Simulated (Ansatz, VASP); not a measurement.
Two plane-wave programs on Bi

```xyz
1
Lattice="-1.8962 1.8962 1.8962 1.8962 -1.8962 1.8962 1.8962 1.8962 -1.8962" Properties=species:S:1:pos:R:3 pbc="T T T"
Bi    0.0000    0.0000    0.0000
```

Alike in both runs: functional r2SCAN; k mesh 8 × 8 × 8; occupations gaussian, width 0.1 eV; no spin polarisation.

Ansatz relaxed the structure, and its values are those at the end. VASP's run is a single point on that final structure, the one shown.

```csv
,VASP,Ansatz
version,VASP 6.6.1,Ansatz 0.2.0
potentials or method,"VASP PAW PBE potentials, release 64 (Bi_d)","scalar-relativistic, plane waves, PAW"
plane-wave cutoff (eV),520,500
valence electrons in the cell,15,15
```

```tsv
	VASP	Ansatz	Ansatz less VASP
gap on the k mesh at the Fermi level (eV)	none	none	-
pressure (GPa)	10.1	10.1	+0.01
```

A gap of «none» marks a metal or a gap that the smearing closes. With one functional, cell and mesh, what is left measures potentials, basis and numerics.

Caveats: the PAW data sets were made with another functional, which shifts forces and pressure a little (VASP); spin-orbit coupling is left out, which moves the levels of the heavy elements.
